# Does U or the cell size set the gap of BaTiO₃?

Adding a Hubbard U to the Ti d orbitals can widen the computed band gap of a titanate. The known rows below warn against reading each change of the gap as an effect of U. The cell with the smallest U has a slightly wider gap than one of the two cells at 1.80 eV. The volumes differ too, and none of the cells is relaxed.

BaTiO₃ in space group R3m, computed with Ansatz 0.2.0: r2SCAN+U, plane waves with generated PAW datasets, scalar-relativistic, without spin polarization, 500 eV cutoff. All rows are single points on unrelaxed cells, and U acts on Ti d through orthogonalized all-electron atomic orbitals. Pressure is positive in compression.

```tsv
U − J on Ti d (eV)	volume (Å³/atom)	shortest distance at Ti (Å)	pressure (GPa)	band gap on the mesh (0: none) (eV)	Bader charge of Ti (e)
1.54	13.26	1.894	-3.0	2.85	2.34
1.80	12.74	1.870	4.0	3.01	2.35
1.80	13.30	1.900	-3.7	2.83	2.35
2.45	12.85	1.878	2.5	3.03	2.37
2.61	13.41	1.902	-4.5	2.93	2.38
3.25	12.59	1.866	?	?	?
5.62	13.25	1.894	?	?	?
```

Two rows have no results yet, and their settings test different things. The cell at U = 3.25 eV is the smallest of all, so it tests U and compression together. The cell at 5.62 eV has almost the same volume as the one at 1.54 eV and the same shortest Ti–O distance. Between those two, almost only U changes. What gap, pressure and Ti charge should the two cells have?

## What U does to an empty d level

All five known cells are closed-shell insulators. The valence edge is mainly O 2p and the conduction edge mainly Ti 3d, as is usual for titanates. The Hubbard term shifts a d orbital holding n electrons per spin by U(½ − n). An orbital less than half full therefore moves up, and the gap widens.

Two limits frame the size of this effect. If the conduction edge had no d character, U would leave it where it is. If it were a pure d level in a frozen charge density, it would rise by ½ − n for each eV of U. The calculated occupation of the relevant orbitals is about 0.18, so this upper limit is about 0.3 eV per eV.

The real slope should lie between the limits. Empty Ti d orbitals still hold some charge, because the filled O 2p states reach into them. When U raises the d levels, part of this charge returns to oxygen. The electrons left on Ti then repel each other less, which pulls the d levels partly back down. The same flow makes Ti more positive, and the known Ti charges do rise with U.

## What volume does

The two cells at U = 1.80 eV show that size matters. The smaller one has a gap wider by 0.18 eV. A likely reason is electrostatic. At shorter distances the negative O ions push electrons on Ti up more strongly, and the positive Ti ions hold electrons on O more tightly. Stronger mixing of Ti d and O 2p states is a less obvious cause, because in the undistorted cubic crystal symmetry forbids it at both band edges. The comparison is not perfectly clean, since the atoms are also arranged slightly differently inside the two cells. Both rows also carry a warning that an odd k-mesh can miss the band edges. It is probably harmless here, because both meshes include the points where the other known cells have their edges.

Pressure depends on volume far more directly. It is positive when a cell is squeezed and wants to expand, and the same pair goes from 4.0 to −3.7 GPa as the volume grows. The Ti charge, in contrast, is 2.35 e in both cells. The three results thus respond differently: pressure mainly to volume, charge to U, and the gap to both.

## A simple model and its forecasts

For small changes the two effects on the gap can be added. A least-squares fit to the five known rows, with U in eV and the volume V in Å³ per atom, gives

gap = 6.055 + 0.1097 U − 0.2554 V, in eV.

The slope in U is about a third of the frozen-charge limit, so it lies between the two limits, as expected. For the cell at 5.62 eV, which took no part in the fit, the estimate is

6.055 + 0.1097 × 5.62 − 0.2554 × 13.25 ≈ 3.29 eV.

This U is more than twice the largest one in the fit, so a small error in the slope grows. The standard error of 0.027 eV per eV, carried over about 3.6 eV from the middle of the fitted values, already amounts to 0.1 eV. The range for this gap is therefore wide.

The pressure was fitted to the same rows with a Murnaghan volume law plus a term in U, and the Ti charge with a straight line in U. The ranges below are judgements, not statistical intervals.

- **U = 3.25 eV:** gap about 3.2 eV (3.1 to 3.3), wider than in all known rows; pressure about 6.7 GPa (5.8 to 7.6), the highest; Ti charge about 2.40 e (2.38 to 2.42).
- **U = 5.62 eV:** gap about 3.3 eV (3.1 to 3.5); pressure about −1.8 GPa (−3.5 to 0.5); Ti charge about 2.48 e (2.43 to 2.53), with no change of valence.

## The computed values

The withheld rows as computed:

```tsv
U − J on Ti d (eV)	volume (Å³/atom)	shortest distance at Ti (Å)	pressure (GPa)	band gap on the mesh (0: none) (eV)	Bader charge of Ti (e)
3.25	12.59	1.866	6.7	3.17	2.40
5.62	13.25	1.894	-1.4	3.37	2.48
```

All six values lie inside their ranges. The forecasts for both charges and for the pressure of the smallest cell agree with the table to the digits quoted. At 5.62 eV the pressure came out 0.4 GPa higher than the model's value. The gap model was 0.03 eV too high at 3.25 eV and 0.08 eV too low at 5.62 eV. Both rows carry the same k-mesh warning as the cells at 1.80 eV, but their band edges were found at the same points of the crystal's band structure as in the known cells.

The smallest cell shows why volume belongs in the model. A line in U alone, fitted to the same five rows, would have put its gap at 3.05 eV instead of the computed 3.17 eV. Compression supplies much of the difference. The cell at 5.62 eV cannot make this distinction, because both models give 3.29 eV. Its volume is not far from the average, and the small volume term is cancelled by the slightly different slopes in U.

The small overestimate at 3.25 eV may come from the position of Ti inside its oxygen cage. Relative to the cell size, the shortest Ti–O distance in this row is among the longest, which suggests a weaker off-centre shift. Such shifts generally widen the gap of titanates. The misfits of the known rows follow the same pattern, but five rows and three fitted constants make this a hint only.

## The nearly clean test of U

The larger miss is best understood by comparing the rows at 1.54 and 5.62 eV. With the cell almost unchanged, the gap grows from 2.85 to 3.37 eV. That is 0.52 eV over a change of 4.08 eV in U, or about 0.13 eV per eV. The fitted slope of 0.11 was somewhat too small, though within its standard error, and the long step in U magnified the difference.

A real curvature may add to this. The occupation of the emptier d orbitals, which form the conduction edge, falls slightly as U grows in the known rows, so ½ − n increases and each further eV of U pushes a little harder. The k-mesh is an unlikely cause, since both cells have their band edges at equivalent points. The table cannot separate an error of the fitted slope from a real curvature.

The same pair shows what U does to the bonding. The Ti charge rises from 2.34 to 2.48 e, a modest loss of covalent charge and far from a change of oxidation state. The pressure rises by 1.6 GPa, so a larger U makes the crystal want to be slightly bigger. With the bulk modulus of about 175 GPa implied by the pressure model, this corresponds to roughly 1 % in volume.

## What to do about it

Compare gaps at different U only after checking the volumes. In the fitted range, 1 % of volume is about 0.13 Å³ per atom and moves the gap by 0.2554 × 0.13 ≈ 0.03 eV. A change of U by 0.3 eV does the same. A U tuned to a target gap in a cell of the wrong size will therefore absorb part of the volume error.

Two different questions need two different calculations. To learn what U does to the electrons, keep the cell and the atomic positions fixed and change U alone; the rows at 1.54 and 5.62 eV come close to this. To learn what gap the method predicts at a chosen U, relax the cell and the atoms at that U first, then check the Ti displacement. A large U weakens the Ti–O mixing that favours the off-centre shift, so the shift may shrink or even vanish. The fit above does not cover that response.

For another titanate with empty d orbitals, the same reasoning suggests a gap that widens with U, but more slowly than ½ − n. The slope itself has to be computed anew, since it depends on how strongly metal and oxygen states mix. The fits and the misses of both tested rows are printed in the output below.

The analysis program printed:

```
fit of gap on 5 rows: constant 6.055 +/- 0.56, coefficient of U_eff 0.1097 +/- 0.027, coefficient of vol -0.2554 +/- 0.043; rms 0.016, worst 1.8 0.0257, leave-one-out rms 0.0423
  rows outside the fit (model, value, miss): 3.25 3.196, 3.17, 0.026; 5.62 3.287, 3.37, -0.0826
fit of gap on 5 rows: constant 2.726 +/- 0.2, coefficient of U_eff 0.09998 +/- 0.097; rms 0.0696, worst 1.8 -0.104, leave-one-out rms 0.112
  rows outside the fit (model, value, miss): 3.25 3.051, 3.17, -0.119; 5.62 3.288, 3.37, -0.0821
fit of P on 5 rows: constant -43.86 +/- 0.99, coefficient of crowd 43.62 +/- 0.93, coefficient of U_eff 0.2906 +/- 0.18; rms 0.105, worst 1.8 0.181, leave-one-out rms 0.247
  rows outside the fit (model, value, miss): 3.25 6.673, 6.7, -0.027; 5.62 -1.804, -1.4, -0.404
fit of q on 5 rows: constant 2.286 +/- 0.0041, coefficient of U_eff 0.03531 +/- 0.002; rms 0.00143, worst 2.45 0.00248, leave-one-out rms 0.00275
  rows outside the fit (model, value, miss): 3.25 2.401, 2.4, 0.000721; 5.62 2.484, 2.48, 0.0044
gap of the small cell less gap of the large cell, both at U 1.80 (eV): 0.18
gap at U 1.54 less gap of the large cell at U 1.80 (eV): 0.02
shortest Ti-O distance over cube root of volume per atom, all rows in order: 1.54 0.8002, 1.8 0.8007, 1.8 0.8019, 2.45 0.8018, 2.61 0.8006, 3.25 0.8021, 5.62 0.8004
correlation of the misfit (prediction less value) of the gap model with that ratio, known rows: 0.9545
first-order upward shift of a pure t2g level (eV per eV of U): 0.3153
fitted gap slope in U as a share of that shift: 0.3478
bulk modulus implied by the pressure model at 13 A3 per atom (GPa): 174.5
gap change from U, row 2.45 to row 3.25 (eV): 0.08774
gap change from volume, row 2.45 to row 3.25 (eV): 0.0664
gap change from U, row 2.61 to row 5.62 (eV): 0.3301
gap change from volume, row 2.61 to row 5.62 (eV): 0.04086
```
